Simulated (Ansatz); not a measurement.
# AlN: the cost of one run

Method: DFT PBE, scalar-relativistic, plane waves, PAW, in Ansatz 0.2.0.

### 1 Starting point

It takes space group Fdd2 (No. 43, orthorhombic). The conventional cell has a = 2.766 Å, b = 5.529 Å, c = 8.632 Å, α = 90.00°, β = 90.00°, γ = 90.00°. Al (site symmetry 2) is surrounded by 4 N at 1.76 to 1.88 Å. N (site symmetry 2) has 4 Al at 1.76 to 1.88 Å as nearest neighbours.

Structure file:

```cif
data_structure
_symmetry_space_group_name_H-M 'P 1'
_symmetry_Int_Tables_number 1
_cell_length_a 5.1254
_cell_length_b 4.5321
_cell_length_c 3.0913
_cell_angle_alpha 82.152
_cell_angle_beta 61.159
_cell_angle_gamma 36.689
_cell_volume 33.01
loop_
_atom_site_label
_atom_site_type_symbol
_atom_site_fract_x
_atom_site_fract_y
_atom_site_fract_z
_atom_site_occupancy
Al1 Al 0.93677 0.93677 0.56323 1
Al2 Al 0.68677 0.68677 0.31323 1
N1 N 0.31323 0.31323 0.68677 1
N2 N 0.56323 0.56323 0.93677 1
```

The cell is invented: 4-connected net, two elements alternating (Fdd2, No. 43). The dimensions are guesses.

### 2 A first look at the guess

input.yaml

```yaml
crystal:
  lattice:
    - [0.0, 2.76457739, 4.31591446]
    - [1.38313995, 0.0, 4.31591446]
    - [1.38313995, 2.76457739, 0.0]
  atoms:
    - { symbol: Al, position: [0.93676895, 0.93676895, 0.56323105] }
    - { symbol: Al, position: [0.68676895, 0.68676895, 0.31323105] }
    - { symbol: "N", position: [0.31323105, 0.31323105, 0.68676895] }
    - { symbol: "N", position: [0.56323105, 0.56323105, 0.93676895] }
basis:
  ecutwfc: 420
kpoints:
  mp_grid: { grid: [8, 8, 8] }
hamiltonian:
  xc: pbe
scf:
  occupations: { method: gaussian, width: 0.1 }
  lower_state_search: "off"
output:
  forces: true
  stress: true
  eigenvalues: true
```

The run is started by

```
ansatz run input.yaml --threads 1 --pin off --max-ram 2560MiB --backend cpu --events-out ev --progress --plain --runs-dir out
```

What time and memory should one allow on 1 thread of AMD EPYC, shared host?

About 11 s, with a peak of 0.38 GiB.
